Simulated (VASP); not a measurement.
# CdTe (F-43m) in VASP: a series of runs

The runs below take CdTe through band structure, Born charges and dielectric tensor, with PBE.

Everything below comes from runs of VASP 6.6.1. Logs are shortened: lines on timing, memory, paths and dates and some standing lists are left out, and cuts for length are marked.

### Step 1. The structure

The structure is cubic, space group F-43m (No. 216). The conventional cell has a = 6.825 Å, b = 6.825 Å, c = 6.825 Å, α = 90.00°, β = 90.00°, γ = 90.00°. Around Cd (site symmetry -43m) lie 4 Te at 2.96 Å. Te (site symmetry -43m) has 4 Cd at 2.96 Å as nearest neighbours.

### Step 2. Band structure, PBE

Contents of POSCAR:

```
CdTe                                    
1.0
    0.0000000000      3.4122712665      3.4122712665
    3.4122712665      0.0000000000      3.4122712665
    3.4122712665      3.4122712665      0.0000000000
  Cd              Te            
     1     1
Direct
     0.0000000000000000    0.0000000000000000    0.0000000000000000
     0.2500000000000000    0.2500000000000000    0.2500000000000000
```

Contents of INCAR.step1:

```
PREC     = Accurate       # precision mode
ENCUT    = 520            # plane-wave cutoff, eV
EDIFF    = 1E-7           # SCF threshold, eV
ISMEAR   = 0              # smearing method
SIGMA    = 0.02           # smearing width, eV
LREAL    = F              # projectors in reciprocal space
LASPH    = T              # aspherical terms in the spheres
NELM     = 100            # most SCF steps
ALGO     = Normal         # electronic algorithm
ISIF     = 2              # what is computed and relaxed
LWAVE    = F              # write WAVECAR
LCHARG   = T              # write CHGCAR
GGA      = PE             # functional
NBANDS   = 16             # bands
```

Contents of KPOINTS.step1:

```
Automatic mesh
0
Gamma
  2 2 2
```

Contents of INCAR.step2:

```
PREC     = Accurate       # precision mode
ENCUT    = 520            # plane-wave cutoff, eV
EDIFF    = 1E-7           # SCF threshold, eV
ISMEAR   = 0              # smearing method
SIGMA    = 0.05           # smearing width, eV
LREAL    = F              # projectors in reciprocal space
LASPH    = T              # aspherical terms in the spheres
NELM     = 100            # most SCF steps
ALGO     = Normal         # electronic algorithm
ISIF     = 2              # what is computed and relaxed
LWAVE    = F              # write WAVECAR
LCHARG   = F              # write CHGCAR
GGA      = PE             # functional
NBANDS   = 16             # bands
ICHARG   = 11             # starting density
```

Contents of KPOINTS.step2:

```
path GXWKGLUWLK,UX
15
line-mode
reciprocal
 0.0000000000  0.0000000000  0.0000000000  G
 0.5000000000  0.0000000000  0.5000000000  X

 0.5000000000  0.0000000000  0.5000000000  X
 0.5000000000  0.2500000000  0.7500000000  W

 0.5000000000  0.2500000000  0.7500000000  W
 0.3750000000  0.3750000000  0.7500000000  K

 0.3750000000  0.3750000000  0.7500000000  K
 0.0000000000  0.0000000000  0.0000000000  G

 0.0000000000  0.0000000000  0.0000000000  G
 0.5000000000  0.5000000000  0.5000000000  L

 0.5000000000  0.5000000000  0.5000000000  L
 0.6250000000  0.2500000000  0.6250000000  U

 0.6250000000  0.2500000000  0.6250000000  U
 0.5000000000  0.2500000000  0.7500000000  W

 0.5000000000  0.2500000000  0.7500000000  W
 0.5000000000  0.5000000000  0.5000000000  L

 0.5000000000  0.5000000000  0.5000000000  L
 0.3750000000  0.3750000000  0.7500000000  K

 0.6250000000  0.2500000000  0.6250000000  U
 0.5000000000  0.0000000000  0.5000000000  X
```

Potentials or basis: VASP PAW PBE potentials, release 64 (Cd, Te).

The run is started by

```
$ cat potpaw_PBE.64/Cd/POTCAR potpaw_PBE.64/Te/POTCAR > POTCAR
$ cp INCAR.step1 INCAR
$ cp KPOINTS.step1 KPOINTS
$ mpirun -np 1 vasp_std > vasp.out
$ cp INCAR.step2 INCAR
$ cp KPOINTS.step2 KPOINTS
$ mpirun -np 1 vasp_std > vasp.out
```

OUTCAR:

```text
PREC = Accurate
   ENCUT = 520
   EDIFF = 1E-7
   ISMEAR = 0
   LREAL = F
   LASPH = T
   NELM = 100
   ISIF = 2
   GGA = PE
   ICHARG = 11

 ion  position               nearest neighbor table
   1  0.000  0.000  0.000-   2 2.96   2 2.96   2 2.96   2 2.96
   2  0.250  0.250  0.250-   1 2.96   1 2.96   1 2.96   1 2.96

  LATTYP: Found a face centered cubic cell.
 ALAT       =     6.8245425330

  Lattice vectors:

 A1 = (   0.0000000000,   3.4122712665,   3.4122712665)
 A2 = (   3.4122712665,   0.0000000000,   3.4122712665)
 A3 = (   3.4122712665,   3.4122712665,   0.0000000000)

Analysis of symmetry for initial positions (statically):
=====================================================================
 Subroutine PRICEL returns:
 Original cell was already a primitive cell.

 Routine SETGRP: Setting up the symmetry group for a
 face centered cubic supercell.

 Subroutine GETGRP returns: Found 24 space group operations
 (whereof 24 operations were pure point group operations)
 out of a pool of 48 trial point group operations.

The static configuration has the point symmetry T_d .

Analysis of symmetry for dynamics (positions and initial velocities):
=====================================================================
 Subroutine PRICEL returns:
 Original cell was already a primitive cell.

 Routine SETGRP: Setting up the symmetry group for a
 face centered cubic supercell.

 Subroutine GETGRP returns: Found 24 space group operations
 (whereof 24 operations were pure point group operations)
 out of a pool of 48 trial point group operations.

The dynamic configuration has the point symmetry T_d .

 Subroutine INISYM returns: Found 24 space group operations
 (whereof 24 operations are pure point group operations),
 and found     1 'primitive' translations

----------------------------------------------------------------------------------------

                                     Primitive cell

  volume of cell :      79.4622

  direct lattice vectors                    reciprocal lattice vectors
     0.000000000  3.412271266  3.412271266    -0.146529968  0.146529968  0.146529968
     3.412271266  0.000000000  3.412271266     0.146529968 -0.146529968  0.146529968
     3.412271266  3.412271266  0.000000000     0.146529968  0.146529968 -0.146529968

  length of vectors
     4.825680304  4.825680304  4.825680304     0.253797350  0.253797350  0.253797350

  position of ions in fractional coordinates (direct lattice)
     0.000000000  0.000000000  0.000000000
     0.250000000  0.250000000  0.250000000

  ion indices of the primitive-cell ions
   primitive index   ion index
                 1           1
                 2           2

----------------------------------------------------------------------------------------

 KPOINTS: path GXWKGLUWLK,UX

Interpolating k-points between supplied coordinates.

 Line segments in fractional coordinates (reciprocal lattice):
    0.000000  0.000000  0.000000  ...  0.500000  0.000000  0.500000
    0.500000  0.000000  0.500000  ...  0.500000  0.250000  0.750000
    0.500000  0.250000  0.750000  ...  0.375000  0.375000  0.750000
    0.375000  0.375000  0.750000  ...  0.000000  0.000000  0.000000
    0.000000  0.000000  0.000000  ...  0.500000  0.500000  0.500000
    0.500000  0.500000  0.500000  ...  0.625000  0.250000  0.625000
    0.625000  0.250000  0.625000  ...  0.500000  0.250000  0.750000
    0.500000  0.250000  0.750000  ...  0.500000  0.500000  0.500000
    0.500000  0.500000  0.500000  ...  0.375000  0.375000  0.750000
    0.625000  0.250000  0.625000  ...  0.500000  0.000000  0.500000

 Generated    15 points on each line segment, for a total of    150 k-points:

 Following reciprocal coordinates:
            Coordinates               Weight
  0.000000  0.000000  0.000000      0.006667
  0.035714  0.000000  0.035714      0.006667
  0.071429  0.000000  0.071429      0.006667
  0.107143  0.000000  0.107143      0.006667
  0.142857  0.000000  0.142857      0.006667
  0.178571  0.000000  0.178571      0.006667
[... 16 lines left out ...]
  0.500000  0.125000  0.625000      0.006667
  0.500000  0.142857  0.642857      0.006667
 [... further k-points ...]
   k-points           NKPTS =    150   k-points in BZ     NKDIM =    150   number of bands    NBANDS=     16
   number of dos      NEDOS =    301   number of ions     NIONS =      2
   total plane-waves  NPLWV =  46656
   dimension x,y,z NGX =    36 NGY =   36 NGZ =   36
   dimension x,y,z NGXF=    72 NGYF=   72 NGZF=   72
   ions per type =               1   1
   NGX,Y,Z   is equivalent  to a cutoff of  12.40, 12.40, 12.40 a.u.
   NGXF,Y,Z  is equivalent  to a cutoff of  24.80, 24.80, 24.80 a.u.
 SYSTEM =  unknown system
   PREC   = accura    normal or accurate (medium, high low for compatibility)
   ISTART =      0    job   : 0-new  1-cont  2-samecut
   ICHARG =     11    charge: 1-file 2-atom 10-const
   ISPIN  =      1    spin polarized calculation?
   LNONCOLLINEAR =      F non collinear calculations
   LSORBIT =      F    spin-orbit coupling
   LASPH  =      T    aspherical Exc in radial PAW
   ENCUT  =  520.0 eV  38.22 Ry    6.18 a.u.   8.97  8.97  8.97*2*pi/ulx,y,z
   NELM   =    100;   NELMIN=  2; NELMDL=  0     # of ELM steps
   EDIFF  = 0.1E-06   stopping-criterion for ELM
   LREAL  =      F    real-space projection
   EDIFFG = 0.1E-05   stopping-criterion for IOM
   NSW    =      0    number of steps for IOM
   IBRION =     -1    ionic relax: 0-MD 1-quasi-New 2-CG
   NFREE  =      0    steps in history (QN), initial steepest desc. (CG)
   ISIF   =      2    stress and relaxation
   ISYM   =      2    0-nonsym 1-usesym 2-fastsym
   POTIM  = 0.5000    time-step for ionic-motion
   TEBEG  =    0.0;   TEEND  =   0.0 temperature during run
   PSTRESS=    0.0 pullay stress
   NELECT =      18.0000    total number of electrons
   NUPDOWN=      -1.0000    fix difference up-down
   EMIN   =  10.00;   EMAX   =-10.00  energy-range for DOS
   EFERMI =   0.00;   METHOD = LEGACY
   ISMEAR =     0;   SIGMA  =   0.05  broadening in eV -4-tet -1-fermi 0-gaus
   EFERMI_NEDOS =   21; number of points for ismear=-14 and -15
   IALGO  =     38    algorithm
   IMIX   =      4    mixing-type and parameters
     AMIX     =   0.40;   BMIX     =  1.00
     AMIX_MAG =   1.60;   BMIX_MAG =  1.00
  volume/ion in A,a.u.               =      39.73       268.12
  Fermi-wavevector in a.u.,A,eV,Ry     =   0.997958  1.885867 13.550307  0.995920
  Thomas-Fermi vector in A             =   2.130149
   LORBIT       =      0    0 simple, 1 ext, 2 COOP (PROOUT), +10 PAW based schemes
   GGA     = PE    functional components
   LHFCALC =     F    Hartree Fock is set to
   AEXX    =    0.0000 exact exchange contribution
   IVDW    =     0    specifies the selected vdW correction
   LEPSILON=     F    determine dielectric tensor
   LRPA    =     F    only Hartree local field effects (RPA)
 non-spin polarized calculation
 Gauss-broadening in eV      SIGMA  =   0.05
  energy-cutoff  :      520.00
  volume of cell :       79.46
 maximum number of plane-waves:      2166
 NGX is ok and might be reduce to    36

 number of electron      17.9999998 magnetization

 Free energy of the ion-electron system (eV)
  ---------------------------------------------------
  ext. energy  EPLUGINS =         0.00000000
  ---------------------------------------------------
  free energy    TOTEN  =        -4.95082658 eV

  energy without entropy =       -4.95057369  energy(sigma->0) =       -4.95070014

 E-fermi :   1.4301     XC(G=0):  -7.7794

 val. band max:        1.3475760982   @ k =   0.0000   0.0000   0.0000
 cond. band min:       1.4935604864   @ k =   0.0000   0.0000   0.0000
 fundamental gap:      0.1459843882
 Fermi energy:         1.4300793908

 k-point     1 :       0.0000    0.0000    0.0000
  band No.  band energies     occupation
      1      -8.9991      2.00000
      2      -6.8967      2.00000
      3      -6.8967      2.00000
      4      -6.8967      2.00000
      5      -6.7484      2.00000
      6      -6.7484      2.00000
[... 8 lines left out ...]
     15      10.2734      0.00000
     16      10.2734      0.00000

 k-point     2 :       0.0357    0.0000    0.0357
  band No.  band energies     occupation
      1      -8.9947      2.00000
      2      -6.8956      2.00000
      3      -6.8956      2.00000
      4      -6.8931      2.00000
      5      -6.7488      2.00000
      6      -6.7482      2.00000
[... 8 lines left out ...]
     15      10.0357      0.00000
     16      10.2845      0.00000

 k-point     3 :       0.0714    0.0000    0.0714
  band No.  band energies     occupation
      1      -8.9815      2.00000
      2      -6.8925      2.00000
      3      -6.8925      2.00000
      4      -6.8820      2.00000
      5      -6.7497      2.00000
      6      -6.7475      2.00000
[... 8 lines left out ...]
     15       9.5969      0.00000
     16      10.3177      0.00000

 k-point     4 :       0.1071    0.0000    0.1071
  band No.  band energies     occupation
      1      -8.9605      2.00000
      2      -6.8873      2.00000
      3      -6.8873      2.00000
      4      -6.8635      2.00000
      5      -6.7509      2.00000
      6      -6.7464      2.00000
[... 8 lines left out ...]
     15       9.2862      0.00000
     16      10.3728      0.00000
[... 324 lines left out ...]
 k-point    22 :       0.5000    0.1071    0.6071
  band No.  band energies     occupation
      1      -8.6740      2.00000
      2      -6.8144      2.00000
      3      -6.8130      2.00000
      4      -6.7827      2.00000
      5      -6.7337      2.00000
      6      -6.3235      2.00000
[... 8 lines left out ...]
     15      11.6533      0.00000
     16      11.9606      0.00000

 k-point    23 :       0.5000    0.1250    0.6250
  band No.  band energies     occupation
      1      -8.6742      2.00000
      2      -6.8172      2.00000
      3      -6.8143      2.00000
      4      -6.7797      2.00000
      5      -6.7351      2.00000
      6      -6.3186      2.00000
[... 8 lines left out ...]
     15      11.6478      0.00000
     16      11.9723      0.00000

 k-point    24 :       0.5000    0.1429    0.6429
  band No.  band energies     occupation
      1      -8.6743      2.00000
      2      -6.8199      2.00000
      3      -6.8154      2.00000
      4      -6.7766      2.00000
      5      -6.7367      2.00000
      6      -6.3137      2.00000
[... 8 lines left out ...]
     15      11.6459      0.00000
     16      11.9922      0.00000

 [... further k-points ...]

------------------------ aborting loop because EDIFF is reached ----------------------------------------

  FORCE on cell =-STRESS in cart. coord.  units (eV):
  Direction    XX          YY          ZZ          XY          YZ          ZX
  --------------------------------------------------------------------------------------
  -------------------------------------------------------------------------------------
  Total       -2.2664037     -2.2664037     -2.2664037      0.0000000      0.0000000      0.0000000
  in kB      -45.6969490    -45.6969490    -45.6969490      0.0000000      0.0000000      0.0000000
  external PRESSURE =     -45.6969490 kB  Pullay stress =       0.0000000 kB

 VOLUME and BASIS-vectors are now :
 -----------------------------------------------------------------------------
  energy-cutoff  :      520.00
  volume of cell :       79.46
      direct lattice vectors                 reciprocal lattice vectors
     0.000000000  3.412271266  3.412271266    -0.146529968  0.146529968  0.146529968
     3.412271266  0.000000000  3.412271266     0.146529968 -0.146529968  0.146529968
     3.412271266  3.412271266  0.000000000     0.146529968  0.146529968 -0.146529968

 POSITION                                       TOTAL-FORCE (eV/Angst)
 -----------------------------------------------------------------------------------
      0.00000      0.00000      0.00000         0.000000      0.000000      0.000000
      1.70614      1.70614      1.70614        -0.000000     -0.000000     -0.000000
 -----------------------------------------------------------------------------------
    total drift:                               -0.000000     -0.000000     -0.000000

  FREE ENERGIE OF THE ION-ELECTRON SYSTEM (eV)
  ---------------------------------------------------
  free  energy   TOTEN  =        -4.9508265771 eV

  energy  without entropy=       -4.9505736948  energy(sigma->0) =       -4.95070014
```

Wall time 58 s (1 thread of AMD EPYC 9R45 (Zen 5), shared host); peak memory 0.31 GiB.

Results:

```
Band gap on the k mesh  : 0.15 eV, direct
Band gap along the path : 0.15 eV, direct
```

Levels at the corners of the path, in eV from the valence-band top:
```csv
point,band 5,band 6,band 7,band 8,band 9,band 10,band 11,band 12,band 13,band 14
Γ,-8.10,-8.10,0.00,0.00,0.00,0.15,4.45,4.45,4.45,7.12
X,-8.08,-7.69,-3.78,-1.45,-1.45,2.48,2.73,8.09,8.20,8.20
X,-8.08,-7.69,-3.78,-1.45,-1.45,2.48,2.73,8.09,8.20,8.20
W,-8.09,-7.64,-3.67,-1.83,-1.68,3.59,4.59,5.15,6.23,8.68
W,-8.09,-7.64,-3.67,-1.83,-1.68,3.59,4.59,5.15,6.23,8.68
K,-8.09,-7.67,-3.69,-1.99,-1.20,2.73,4.19,6.88,6.92,7.21
K,-8.09,-7.67,-3.69,-1.99,-1.20,2.73,4.19,6.88,6.92,7.21
Γ,-8.10,-8.10,0.00,0.00,0.00,0.15,4.45,4.45,4.45,7.12
Γ,-8.10,-8.10,0.00,0.00,0.00,0.15,4.45,4.45,4.45,7.12
L,-8.09,-7.80,-3.77,-0.60,-0.60,1.48,5.02,5.02,6.73,8.14
L,-8.09,-7.80,-3.77,-0.60,-0.60,1.48,5.02,5.02,6.73,8.14
U,-8.09,-7.67,-3.69,-1.99,-1.20,2.73,4.19,6.88,6.92,7.21
U,-8.09,-7.67,-3.69,-1.99,-1.20,2.73,4.19,6.88,6.92,7.21
W,-8.09,-7.64,-3.67,-1.83,-1.68,3.59,4.59,5.15,6.23,8.68
W,-8.09,-7.64,-3.67,-1.83,-1.68,3.59,4.59,5.15,6.23,8.68
L,-8.09,-7.80,-3.77,-0.60,-0.60,1.48,5.02,5.02,6.73,8.14
L,-8.09,-7.80,-3.77,-0.60,-0.60,1.48,5.02,5.02,6.73,8.14
K,-8.09,-7.67,-3.69,-1.99,-1.20,2.73,4.19,6.88,6.92,7.21
U,-8.09,-7.67,-3.69,-1.99,-1.20,2.73,4.19,6.88,6.92,7.21
X,-8.08,-7.69,-3.78,-1.45,-1.45,2.48,2.73,8.09,8.20,8.20
```

Caveat: the k mesh is coarse (spacing up to 0.80 Å⁻¹), so the values aren't converged; the log is that of the step along the path at fixed density, whose energy, stress, charges and moments have no meaning; spin-orbit coupling is left out, which moves the levels of the heavy elements. Expect the measured gap to be larger: semilocal functionals such as PBE lack the derivative discontinuity.

(Part 1 of 2 ends here.)
